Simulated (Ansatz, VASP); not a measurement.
Two plane-wave programs on Li

INCAR

```
PREC = Accurate
ENCUT = 600
EDIFF = 1E-6
ISMEAR = 1
SIGMA = 0.1
LREAL = False
LASPH = True
NELM = 100
ALGO = Normal
ISIF = 3
LWAVE = False
LCHARG = False
GGA = PE
IBRION = 2
NSW = 80
EDIFFG = -0.005
```

The input KPOINTS:

```
regular mesh
0
Gamma
  20 20 20
```

The input POSCAR:

```
Li
1.0
    3.4700000000      0.0000000000      0.0000000000
    0.0000000000      3.4700000000      0.0000000000
    0.0000000000      0.0000000000      3.4700000000
Li
2
Direct
    0.0000000000      0.0000000000      0.0000000000
    0.5000000000      0.5000000000      0.5000000000
```

Input for Ansatz:

```yaml
crystal:
  lattice:
    - [3.47, 0.0, 0.0]
    - [0.0, 3.47, 0.0]
    - [0.0, 0.0, 3.47]
  atoms:
    - { symbol: Li, position: [0.0, 0.0, 0.0] }
    - { symbol: Li, position: [0.5, 0.5, 0.5] }
scf:
  occupations: { method: methfessel_paxton, width: 0.1 }
output:
  forces: true
  stress: true
  eigenvalues: true
  write_density: true
  write_potential: true
  elf: true
  volumetric_format: npy
hamiltonian:
  xc: pbe
kpoints:
  mp_grid: { grid: [20, 20, 20] }
relax:
  f_tol: 0.005
  cell: { stress_tol: 0.02 }
```

Alike in both runs: task relaxation of cell and atoms; functional PBE; k mesh 20 × 20 × 20; occupations methfessel-paxton of order 1, width 0.1 eV; no spin polarisation.

```csv
,VASP,Ansatz
version,VASP 6.6.1,Ansatz 0.2.0
potentials or method,"VASP PAW PBE potentials, release 64 (Li_sv)","scalar-relativistic, plane waves, PAW"
plane-wave cutoff (eV),600,420
valence electrons in the cell,6,6
```

Ansatz gave:

- gap on the k mesh at the Fermi level, each at its own relaxed structure (eV): none
- relaxed volume (Å³/atom): 20.24
- relaxed cell length with the largest relative difference (Å): 3.434
- energy change over the relaxation (meV/atom): -1

Task: Which values does VASP return?

Result: gap on the k mesh at the Fermi level, each at its own relaxed structure (eV): none; relaxed volume (Å³/atom): 20.10; relaxed cell length with the largest relative difference (Å): 3.425; energy change over the relaxation (meV/atom): -1.

A gap of «none» marks a metal or a gap that the smearing closes.

Caveats: the cutoff is under 1.25 times the usual one of these potentials, so pressure, stress and relaxed cells hold a basis-set (Pulay) error (VASP).
